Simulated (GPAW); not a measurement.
Crystal: ZnS.

```xyz
2
Lattice="0.0000 2.7020 2.7020 2.7020 0.0000 2.7020 2.7020 2.7020 0.0000" Properties=species:S:1:pos:R:3 pbc="T T T"
Zn    4.0530    4.0530    4.0530
S     0.0000    0.0000    0.0000
```

Base run:

* Program: GPAW 26.7.0
* Functional: PBE0
* Potentials or basis: GPAW PAW data sets (gpaw-data 1.2.1)
* Cutoff: 450 eV
* Basis: pw
* k mesh: 6 × 6 × 6
* Occupations: fermi-dirac, width 0.05 eV
* Spin: no spin polarisation

Its results: band gap on the k mesh 3.99 eV, direct.

Task: The run is repeated on the same cell with these changes: functional from PBE0 to PBE; k mesh from 6 × 6 × 6 to 7 × 7 × 7. What comes out?

Result: Band gap on the k mesh 2.11 eV, direct.

Several settings changed at once, so the effect can't be laid on one alone.

